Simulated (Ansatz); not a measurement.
# ZnS: single point with HSE06 form with a typed share of exact exchange

**Experimental background.**

“Electronic, vibrational, and thermodynamic properties of ZnS (zincblende and rocksalt structure)”, 2009, arxiv:0911.5022 quotes, for a bulk crystal of ZnS at 19 K: band gap 3.85 eV (direct).

The system is ZnS.

```
Zn S
1.0
     0.00000    2.70200    2.70200
     2.70200    0.00000    2.70200
     2.70200    2.70200    0.00000
Zn S
1 1
Direct
  0.75000 0.75000 0.75000
  0.00000 0.00000 0.00000
```

```
Program             : Ansatz 0.2.0
Task                : single point
Functional          : HSE06 form with a typed share of exact exchange
Potentials or basis : Ansatz PAW
Cutoff              : 420 eV (not typed: the program's choice for these potentials)
k mesh              : 5 × 5 × 5
Occupations         : fermi-dirac, width 0.05 eV
Spin                : no spin polarisation
```

```
Pressure               : 1.7 GPa
Band gap on the k mesh : 2.69 eV, direct
```

Levels at points of the mesh, in eV from the valence-band top:
```
           k point  band 7  band 8  band 9  band 10  band 11  band 12
(0.00, 0.00, 0.00)    0.00    0.00    0.00     2.69     6.99     6.99
```

Run time: 9.3 s on 2 threads of Intel(R) Xeon(R) Platinum 8488C (Sapphire Rapids), with other jobs on the host, peak memory 0.8 GiB.

A measured gap of ZnS is 3.85 eV (direct; 19 K; quoted in “Electronic, vibrational, and thermodynamic properties of ZnS (zincblende and rocksalt structure)”, 2009, arxiv:0911.5022); the calculated 2.69 eV misses it by -1.16 eV. The value is that of HSE06 form with a typed share of exact exchange, without temperature or zero-point motion.

Caveat: odd divisions of the mesh miss points on the zone boundary, where band edges often lie, so the gap on the mesh can be too wide; the PAW data sets come from PBE, with cores solved anew for the run's functional, which leaves a small shift of forces and pressure; the thresholds are loose for stress.
